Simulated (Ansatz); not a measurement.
# Si12H9N16ClO4: the cost of one run

Method: DFT PBE+D3(BJ), scalar-relativistic, plane waves, PAW, in Ansatz 0.2.0.

3 further runs of the same task are left out: 3 set aside as unsound or not needed.

### Step 1. The system as given

The structure is triclinic, space group P1 (No. 1). Conventional cell: a = 2.911 Å, b = 7.619 Å, c = 25.877 Å, α = 90.00°, β = 90.00°, γ = 90.00°. Around Si (site symmetry 1) lie 1 O at 1.67 Å and 3 N at 1.74 Å. N (site symmetry 1) is surrounded by 1 H at 1.01 Å. N (site symmetry 1) is surrounded by 3 Si at 1.74 Å. Si (site symmetry 1) has 4 N at 1.73 to 1.74 Å as nearest neighbours. N (site symmetry 1) is surrounded by 3 Si at 1.73 to 1.74 Å. Only part of the 20 independent sites is listed.

Coordinates:

```cif
data_structure
_symmetry_space_group_name_H-M 'P 1'
_symmetry_Int_Tables_number 1
_cell_length_a 5.8226
_cell_length_b 7.6192
_cell_length_c 25.8766
_cell_angle_alpha 90.000
_cell_angle_beta 90.000
_cell_angle_gamma 90.000
_cell_volume 1147.99
loop_
_atom_site_label
_atom_site_type_symbol
_atom_site_fract_x
_atom_site_fract_y
_atom_site_fract_z
_atom_site_occupancy
Si1 Si 0.37500 0.52904 0.39641 1
Si2 Si 0.87500 0.52904 0.39641 1
N1 N 0.12500 0.00000 0.41500 1
N2 N 0.62500 0.00000 0.41500 1
N3 N 0.12500 0.63509 0.41587 1
N4 N 0.62500 0.63509 0.41587 1
N5 N 0.37500 0.32009 0.42349 1
N6 N 0.87500 0.32009 0.42349 1
Si3 Si 0.12500 0.20984 0.44080 1
Si4 Si 0.62500 0.20984 0.44080 1
Si5 Si 0.12500 0.81920 0.45561 1
Si6 Si 0.62500 0.81920 0.45561 1
N7 N 0.37500 0.81500 0.49238 1
N8 N 0.87500 0.81500 0.49238 1
N9 N 0.12513 0.18503 0.50742 1
N10 N 0.62513 0.18503 0.50742 1
Si7 Si 0.37515 0.17684 0.54437 1
Si8 Si 0.87515 0.17684 0.54437 1
Si9 Si 0.37495 0.78433 0.55915 1
Si10 Si 0.87495 0.78433 0.55915 1
N11 N 0.12493 0.67352 0.57719 1
N12 N 0.62493 0.67352 0.57719 1
N13 N 0.37545 0.35841 0.58549 1
N14 N 0.87545 0.35841 0.58549 1
N15 N 0.37509 0.99407 0.58308 1
N16 N 0.87509 0.99407 0.58308 1
Si11 Si 0.12565 0.46415 0.60350 1
Si12 Si 0.62565 0.46415 0.60350 1
O1 O 0.36139 0.51741 0.33221 1
O2 O 0.86139 0.51741 0.33221 1
H1 H 0.51209 0.50549 0.31593 1
H2 H 0.01209 0.50549 0.31593 1
H3 H 0.12602 0.98047 0.37629 1
H4 H 0.62602 0.98047 0.37629 1
H5 H 0.37466 0.01395 0.62185 1
H6 H 0.87466 0.01395 0.62185 1
O3 O 0.13920 0.47724 0.66776 1
O4 O 0.63920 0.47724 0.66776 1
H7 H 0.98849 0.48975 0.68398 1
H8 H 0.48849 0.48975 0.68398 1
```

Planes are indexed in the bulk's conventional cell (P6_3/m (No. 176)), a = 7.619 Å, b = 7.619 Å, c = 2.911 Å, α = 90.00°, β = 90.00°, γ = 120.00°.

This (100) slab, 5.4 Å thick as cut, with 16 Å of vacuum, in a 2×1 surface cell; its outer planes are Si (top) and Si (bottom), was relaxed beforehand with its lower half held: -16208.3917 eV, gap on the mesh 3.37 eV, ionisation potential 4.74 eV (top face), 4.67 eV (bottom face), electron affinity 1.37 eV (top face), 1.30 eV (bottom face), dipole along +c -0.017 e·Å per cell.

### Step 2. HCl, inverted, over a top (H) site

The input, input.yaml:

```yaml
crystal:
  lattice:
    - [5.8226178753, 0.0, 0.0]
    - [0.0, 7.6192383072, 0.0]
    - [0.0, 0.0, 29.1593671956]
  atoms:
    - { symbol: Si, position: [0.375, 0.529040354, 0.3517807148] }
    - { symbol: Si, position: [0.875, 0.529040354, 0.3517807148] }
    - { symbol: "N", position: [0.125, 0.0, 0.3682795612] }
    - { symbol: "N", position: [0.625, 0.0, 0.3682795612] }
    - { symbol: "N", position: [0.125, 0.635087624, 0.3690464983] }
    - { symbol: "N", position: [0.625, 0.635087624, 0.3690464983] }
    - { symbol: "N", position: [0.375, 0.3200857031, 0.3758090304] }
    - { symbol: "N", position: [0.875, 0.3200857031, 0.3758090304] }
    - { symbol: Si, position: [0.125, 0.2098373769, 0.3911735053] }
    - { symbol: Si, position: [0.625, 0.2098373769, 0.3911735053] }
    - { symbol: Si, position: [0.125, 0.8192029771, 0.4043165504] }
    - { symbol: Si, position: [0.625, 0.8192029771, 0.4043165504] }
    - { symbol: "N", position: [0.375, 0.8150019209, 0.4369468088] }
    - { symbol: "N", position: [0.875, 0.8150019209, 0.4369468088] }
    - { symbol: "N", position: [0.1251303347, 0.1850310093, 0.4502941193] }
    - { symbol: "N", position: [0.6251303347, 0.1850310093, 0.4502941193] }
    - { symbol: Si, position: [0.3751478601, 0.1768353898, 0.4830884887] }
    - { symbol: Si, position: [0.8751478601, 0.1768353898, 0.4830884887] }
    - { symbol: Si, position: [0.3749481471, 0.7843268594, 0.496204097] }
    - { symbol: Si, position: [0.8749481471, 0.7843268594, 0.496204097] }
    - { symbol: "N", position: [0.1249271033, 0.6735182205, 0.5122066857] }
    - { symbol: "N", position: [0.6249271033, 0.6735182205, 0.5122066857] }
    - { symbol: "N", position: [0.3754524263, 0.358413269, 0.5195732443] }
    - { symbol: "N", position: [0.8754524263, 0.358413269, 0.5195732443] }
    - { symbol: "N", position: [0.3750889613, -0.0059312402, 0.5174372343] }
    - { symbol: "N", position: [0.8750889613, -0.0059312402, 0.5174372343] }
    - { symbol: Si, position: [0.1256466365, 0.4641455895, 0.5355551694] }
    - { symbol: Si, position: [0.6256466365, 0.4641455895, 0.5355551694] }
    - { symbol: O, position: [0.3613893144, 0.5174107901, 0.2948060694] }
    - { symbol: O, position: [0.8613893144, 0.5174107901, 0.2948060694] }
    - { symbol: H, position: [0.5120853808, 0.5054879962, 0.2803651309] }
    - { symbol: H, position: [1.0120853808, 0.5054879962, 0.2803651309] }
    - { symbol: H, position: [0.1260211367, 0.9804704383, 0.3339279607] }
    - { symbol: H, position: [0.6260211367, 0.9804704383, 0.3339279607] }
    - { symbol: H, position: [0.3746572832, 0.0139453363, 0.5518421648] }
    - { symbol: H, position: [0.8746572832, 0.0139453363, 0.5518421648] }
    - { symbol: O, position: [0.1391969318, 0.4772418559, 0.5925835869] }
    - { symbol: O, position: [0.6391969318, 0.4772418559, 0.5925835869] }
    - { symbol: H, position: [-0.0115091491, 0.4897526419, 0.6069779647] }
    - { symbol: H, position: [0.4884908509, 0.4897526419, 0.6069779647] }
    - { symbol: Cl, position: [0.4884908509, 0.4897526419, 0.7305334581] }
    - { symbol: H, position: [0.4884908509, 0.4897526419, 0.6865407339] }
basis:
  ecutwfc: 420
kpoints:
  mp_grid: { grid: [3, 2, 1] }
hamiltonian:
  xc: pbe
  dispersion: d3bj
scf:
  occupations: { method: gaussian, width: 0.05 }
output:
  forces: true
  eigenvalues: true
  write_density: true
  write_potential: true
  elf: true
  volumetric_format: npy
relax:
  adjacent_minimum: "off"
  f_tol: 0.04
  max_steps: 100
  constraints: [{ sites: [0, 1, 2, 3, 4, 5, 6, 7, 8, 9, 10, 11, 12, 13] }]
efield:
  axis: 3
  dipole_correction: true
  ramp_width: 0.04
```

Started as:

```sh
> ansatz run input.yaml --threads 4 --pin off --max-ram 10240MiB --backend cpu --events-out ev --progress --plain --runs-dir out
```

What time and memory should one allow on 4 threads of Intel Xeon 6975P-C (Granite Rapids), shared host?

About 9 min, with a peak of 2.7 GiB.
